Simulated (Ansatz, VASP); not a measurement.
# Two plane-wave programs on SnSe

The input INCAR:

```
PREC = Accurate ; ENCUT = 520
EDIFF = 1E-6 ; ISMEAR = 0
SIGMA = 0.05 ; LREAL = F
LASPH = T ; NELM = 60
ALGO = Normal ; ISIF = 2
LWAVE = F ; LCHARG = T
GGA = PS ; LELF = T
LVHAR = T ; NBANDS = 17
```

File KPOINTS:

```
Automatic mesh
0
Gamma
  8 8 8
```

File POSCAR:

```
SnSe
1.0
    0.0000000000      3.0100000000      3.0100000000
    3.0100000000      0.0000000000      3.0100000000
    3.0100000000      3.0100000000      0.0000000000
Sn Se
1 1
Direct
    0.0000000000      0.0000000000      0.0000000000
    0.5498338870      0.5498338870      0.4501661130
```

Input for Ansatz:

```yaml
crystal:
  lattice:
    - [0.0, 3.01, 3.01]
    - [3.01, 0.0, 3.01]
    - [3.01, 3.01, 0.0]
  atoms:
    - { symbol: Sn, position: [0.0, 0.0, 0.0] }
    - { symbol: Se, position: [0.549833887, 0.549833887, 0.450166113] }
basis:
  ecutwfc: 420
kpoints:
  mp_grid: { grid: [8, 8, 8] }
hamiltonian:
  xc: pbesol
scf:
  occupations: { method: gaussian, width: 0.05 }
output:
  forces: true
  stress: true
  eigenvalues: true
```

Change from the starting cell: all Se atoms moved -0.300 Å, as atom 2 towards its neighbour atom 1 (Sn) at 3.010 Å.

Alike in both runs: task single point; functional PBEsol; k mesh 8 × 8 × 8; occupations gaussian, width 0.05 eV; no spin polarisation.

|  | VASP | Ansatz |
| --- | --- | --- |
| version | VASP 6.6.1 | Ansatz 0.2.0 |
| potentials or method | VASP PAW PBE potentials, release 64 (Sn_d, Se) | scalar-relativistic, plane waves, PAW |
| plane-wave cutoff (eV) | 520 | 420 |
| valence electrons in the cell | 20 | 30 |

Ansatz gave:

* gap on the k mesh at the Fermi level (eV): 0.89
* least direct gap on the mesh (eV): 0.89
* pressure (GPa): -0.5
* largest component of the traceless stress (GPa): 1.92
* rms of the force components (eV/Å): 0.201

Which values does VASP return?

gap on the k mesh at the Fermi level (eV): 0.88; least direct gap on the mesh (eV): 0.89; pressure (GPa): -0.5; largest component of the traceless stress (GPa): 1.95; rms of the force components (eV/Å): 0.207.

Atom by atom the forces differ by 0.006 eV/Å (rms over components). The two sets of potentials don't hold the same shells in valence.

Caveats: the PAW data sets were made with another functional, which shifts forces and pressure a little (VASP); spin-orbit coupling is left out, which moves the levels of the heavy elements. A k mesh can miss the band edges.
